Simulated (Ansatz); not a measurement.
input.yaml (Ansatz)

```yaml
crystal:
  lattice:
    - [4.4113280949, 0.0, 0.0]
    - [-2.2056640474, 3.8203221946, 0.0]
    - [0.0, 0.0, 2.6248069059]
  atoms:
    - { symbol: Pt, position: [1.0, 0.0, 1.0], spin: 1.0 }
    - { symbol: Pt, position: [0.3333333333, 0.6666666667, 0.5], spin: 1.0 }
    - { symbol: Pt, position: [0.6666666667, 0.3333333333, 0.5], spin: 1.0 }
hamiltonian:
  xc: pbe
  pseudopotentials:
    kind: paw
    azcp:
      Pt: "pseudopotentials/Pt.paw.azcp"
basis:
  ecutwfc: 420
  fft_grid_basis: typed
kpoints:
  mp_grid: { grid: [11, 11, 15], shift: [0, 0, 0] }
magnetization:
  spin_polarized: true
scf:
  occupations: { method: fermi_dirac, width: 0.05 }
output:
  stress: true
  write_density: true
  write_potential: true
  elf: true
  volumetric_format: npy
```

Output

```
Engine: ansatz 0.2.0, x86_64-unknown-linux-gnu
Pseudopotentials: kind: paw
Pseudopotential: Pt, paw, valence charge 18, recommended cutoff 420 eV (normal) 
Functional definition: PBE
  parameter kappa = 0.804
  parameter beta = 0.06672455060314922
  exchange = pbe_x(kappa = kappa, mu = beta*pi^2/3)
  correlation = pbe_c(beta = beta)
Crystal: 3 atoms, lattice volume = 44.235 Å³
Basis set: ecut = 420 eV, 879 PW (Γ)
Bands: 35, of which v1, the nominal top of the filled ones, is band 27 counted from 1 (26 counted from 0)
Symmetry: 24 space group operations
Space group: P6/mmm (ITA 191), of the structure as read, at distance tolerance 3.5e-5 Å
Magnetic group: BNS 191.233 (UNI 1463), of the structure as read, at distance tolerance 3.5e-5 Å
k-points: 128 of 1815
Non-local potential: Pt, projectors of the file, l = 0: 3, l = 1: 2, l = 2: 2, l = 3: 1
PAW form: soft (Blöchl's): semilocal exchange-correlation on the pseudo side does not see the compensation charge
PAW one-centre angular grid: Pt, 590 points (default); XC on 64 Gauss nodes
Initial density: superposition of atomic densities (chi_scale 0.1, normalization cell)
Starting moments: Σ|m| = 3 μB on 3 of 3 sites
Initial wavefunctions: pseudopotential atomic-orbital guess
Functional: x = pbe(κ = 0.804, μ = 0.2195149727645171), c = pbe(β = 0.06672455060314922)
SCF iter   1: F=—  HF=-37568.980761 eV  |F-HF|=—  |Δ(HF+E_count)|=         —  Δρ=6.93e-2 (↑6.93e-2 ↓3.25e-2)  dr2=2.31e0  dr2_m=5.82e-1  M=0.649 μB ∫|m|=0.649 μB  β_m=0.30  ethr=3.10e-3  ⟨swp⟩=5.6  Hψ=32040  notcnv=0
Mixer restart at iter 1: flushing history
SCF iter   2: F=—  HF=-37568.650551 eV  |F-HF|=—  |Δ(HF+E_count)|=   3.30e-1  Δρ=5.03e-2 (↑5.03e-2 ↓2.42e-2)  dr2=1.19e0  dr2_m=3.12e-1  M=0.568 μB ∫|m|=0.568 μB  β_m=0.65  ethr=3.10e-3  ⟨swp⟩=2.0  Hψ=12294  notcnv=0  defer=484
SCF iter   3: F=—  HF=-37568.370621 eV  |F-HF|=—  |Δ(HF+E_count)|=   2.80e-1  Δρ=5.63e-3 (↑5.19e-3 ↓5.63e-3)  dr2=5.30e-3  dr2_m=8.77e-3  M=0.197 μB ∫|m|=0.207 μB  β_m=0.82  ethr=2.21e-3  ⟨swp⟩=2.0  Hψ=14214  notcnv=0  defer=522
SCF iter   4: F=—  HF=-37568.368726 eV  |F-HF|=—  |Δ(HF+E_count)|=   1.89e-3  Δρ=2.63e-3 (↑2.63e-3 ↓1.58e-3)  dr2=5.27e-3  dr2_m=9.69e-4  M=0.070 μB ∫|m|=0.078 μB  β_m=0.81  ethr=9.81e-6  ⟨swp⟩=2.0  Hψ=18622  notcnv=0  defer=511
SCF iter   5: F=—  HF=-37568.368540 eV  |F-HF|=—  |Δ(HF+E_count)|=   1.86e-4  Δρ=2.29e-3 (↑2.29e-3 ↓2.16e-3)  dr2=1.54e-2  dr2_m=2.29e-4  M=0.048 μB ∫|m|=0.053 μB  β_m=0.55  ethr=9.76e-6  ⟨swp⟩=2.0  Hψ=16289  notcnv=0  defer=511  recentre
SCF iter   6: F=—  HF=-37568.367139 eV  |F-HF|=—  |Δ(HF+E_count)|=   1.40e-3  Δρ=8.82e-4 (↑7.92e-4 ↓8.82e-4)  dr2=1.31e-4  dr2_m=2.59e-4  M=0.040 μB ∫|m|=0.045 μB  β_m=0.77  ethr=9.76e-6  ⟨swp⟩=2.0  Hψ=13704  notcnv=0  defer=507
SCF iter   7: F=—  HF=-37568.367251 eV  |F-HF|=—  |Δ(HF+E_count)|=   1.12e-4  Δρ=2.11e-4 (↑2.11e-4 ↓1.06e-4)  dr2=4.15e-5  dr2_m=1.57e-6  M=0.003 μB ∫|m|=0.004 μB  β_m=0.73  ethr=2.43e-7  ⟨swp⟩=2.5  Hψ=15673  notcnv=0  defer=511
SCF iter   8: F=—  HF=-37568.367242 eV  |F-HF|=—  |Δ(HF+E_count)|=   9.79e-6  Δρ=4.03e-5 (↑4.03e-5 ↓2.06e-5)  dr2=1.60e-6  dr2_m=8.99e-8  M=0.001 μB ∫|m|=0.001 μB  β_m=0.86  ethr=7.68e-8  ⟨swp⟩=2.1  Hψ=12863  notcnv=0  defer=511
SCF iter   9: F=—  HF=-37568.367242 eV  |F-HF|=—  |Δ(HF+E_count)|=   4.88e-7  Δρ=5.98e-6 (↑5.98e-6 ↓5.89e-6)  dr2=2.21e-8  dr2_m=1.02e-8  M=0.000 μB ∫|m|=0.000 μB  β_m=0.83  ethr=2.96e-9  ⟨swp⟩=2.2  Hψ=12961  notcnv=0  defer=511
SCF iter  10: F=—  HF=-37568.367242 eV  |F-HF|=—  |Δ(HF+E_count)|=   2.51e-9  Δρ=1.74e-6 (↑1.25e-6 ↓1.74e-6)  dr2=4.01e-9  dr2_m=2.57e-10  M=0.000 μB ∫|m|=0.000 μB  β_m=0.88  ethr=4.08e-11  ⟨swp⟩=2.1  Hψ=13575  notcnv=0  defer=511
SCF iter  11: F=-37568.367242 eV  HF=-37568.367242 eV  |F-HF|=1.75e-10  |Δ(HF+E_count)|=  4.51e-10  Δρ=3.87e-7 (↑3.06e-7 ↓3.87e-7)  dr2=2.05e-10  dr2_m=1.05e-11  M=-0.000 μB ∫|m|=0.000 μB  ethr=7.43e-12  ⟨swp⟩=9.2  Hψ=46947  notcnv=0
SCF 1 converged in 11 iterations: F = -37568.367242 eV  dr2 = 2.05e-10
WARN: the starting moments were not kept: the SCF closed with an absolute magnetisation of 4.6e-6 μB, where they sum to 3 μB in size (3 sites). That is at most 0.1 of that sum. Measured as dr2_m measures the in/out step, that magnetisation stands 4.3e-12 eV from none, at or under the dr2_threshold of 1.0e-7 eV: it is no larger than a step whose dr2_m would equal this threshold. The system may hold no moment; this SCF shows only that its start led to no more than that. To try another start: raise the starting moments (crystal.atoms[].spin, magnetization.per_species, magnetization.initial_magnetization, or on a non-collinear deck that types none of these the spinor_matrix: blocks that start its atoms; where the total moment is fixed, keep their sum and leave initial_magnetization as it is; typed ones take the place of any that the run laid by itself, positive ones on a crystal's lanthanoids without a Hubbard term where scf.initial_density.shell_occupations: [] is typed) or, if the notice of its spin-set hold's release reads "site moments contracting" or "site moments show no strong build", lengthen the hold (scf.mixing.spin_hold: { on: { confirm: 4 } }; for m-r²SCAN on two components see the key's manual first). Each may lead to a state that holds a moment. A second SCF, from the converged charge density, with the starting moments and any scf.initial_density.shell_occupations laid on it anew, would have followed, and was not run: the deck does not ask for one (magnetization.retry_lost_moments is false, the default). To let it run, set magnetization.retry_lost_moments: true and run the deck again, where that key's refused combinations let it; where memory then withholds it, that run's warning says so.
SCF converged after 11 iterations
Magnetization: -0.0000 μB (27.0000 up, 27.0000 down)
Absolute magnetization: 0.0000 μB (∫|ρ↑−ρ↓|, with the PAW one-centre terms)
Spin contamination: 0.0000 ħ² per cell (⟨S²⟩ above its minimum at these occupations)
Per-site moments (μB) at R_I (Å): [(-1.607783027459993e-6, 1.08273284868375), (8.874678841335914e-7, 1.0505886035165688), (8.874678840679396e-7, 1.0505886035165688)]
Free energy (F): -37568.367242 eV
Harris-Foulkes:  -37568.367242 eV  (|F-HF|=1.75e-10)
Internal energy: -37568.321740 eV  (E = F + TS)
E sigma→0 (E₀):  -37568.344491 eV
Entropy (-TS):   -0.045502 eV (-15.167 meV/atom)
Fermi energy:    24.037205 eV
--- Per-component energies (eV) ---
  E_band       = -352.562758
  E_kinetic    = 1920.819635
  E_local      = -4321.561917  (includes V_loc(G=0)·N_el)
  E_nonlocal   = 600.180068
  E_hartree    = 1613.683420
  E_xc         = -788.168104
  E_vxc        = -912.349689  (∫ρ·V_xc dr)
  E_paw        = -28362.982803  (= ΣΔE_a)
  E_vpaw       = -867.018901  (= ΣTr[D̂ρ^β])
  E_aug_tail   = 0.000640  (compensation charges beyond the density's cutoff)
  E_ewald      = -8230.292680
  E_smearing   = -0.045502  (= −TS)
  E_closure    = 0.000000  (closes the sum)
  Σ components = -37568.367242   (vs F -37568.367242, Δ=0.00e0)
--- Stress (GPa, compression-positive) ---
       24.273352      -0.000000       0.000000
       -0.000000      24.273352       0.000000
        0.000000       0.000000      24.687614
  P = ⅓ Tr σ = 24.4114 GPa (244.114 kbar)
--- Band table (eV; the first three rows and the last of 256) ---
  k-point 0 ↑: bands = ["-74.5558", "-74.4995", "-74.2377", "-29.0183", "-29.0183", "-28.6752", "-28.6752", "-28.5501", "-28.4566", "-28.3732", "-28.3732", "-28.3446", "13.6341", "16.9916", "18.7200", "19.4880", "19.4880", "19.5109", "19.5109", "19.5135", "20.7461", "20.7461", "21.8635", "21.8635", "22.0025", "22.0025", "24.4312", "24.4312", "29.3769", "30.3641", "31.6973", "31.6973", "31.7343", "31.7343", "37.3936"]
  k-point 1 ↑: bands = ["-74.5547", "-74.4985", "-74.2367", "-29.0163", "-29.0163", "-28.6711", "-28.6711", "-28.5696", "-28.4757", "-28.3737", "-28.3737", "-28.3651", "13.7676", "17.1420", "18.9235", "19.3968", "19.3968", "19.4294", "19.4294", "19.6564", "20.6498", "20.6498", "21.9669", "21.9669", "21.9998", "21.9998", "24.3454", "24.3454", "29.3554", "30.3975", "31.8365", "31.8365", "31.8632", "31.8632", "36.8579"]
  k-point 2 ↑: bands = ["-74.5516", "-74.4956", "-74.2337", "-29.0104", "-29.0104", "-28.6596", "-28.6596", "-28.6244", "-28.5295", "-28.4228", "-28.3752", "-28.3752", "14.1532", "17.5681", "19.1105", "19.1105", "19.2030", "19.2030", "19.5220", "20.0888", "20.5211", "20.5211", "21.8528", "21.8528", "22.2824", "22.2824", "24.1465", "24.1465", "29.2956", "30.4966", "32.1031", "32.1031", "32.3087", "32.3087", "35.6166"]
  k-point 127 ↓: bands = ["-74.5063", "-74.5006", "-74.2139", "-29.0619", "-28.9540", "-28.9385", "-28.8070", "-28.7449", "-28.7448", "-28.5230", "-28.3891", "-28.3840", "16.8232", "17.8519", "18.2315", "18.6561", "18.7764", "19.0526", "19.5890", "20.2240", "21.0815", "21.1476", "21.9005", "23.9762", "24.1895", "24.4321", "24.7591", "25.6866", "27.6992", "28.7645", "30.6217", "30.6719", "31.1896", "37.6339", "38.3784"]
```
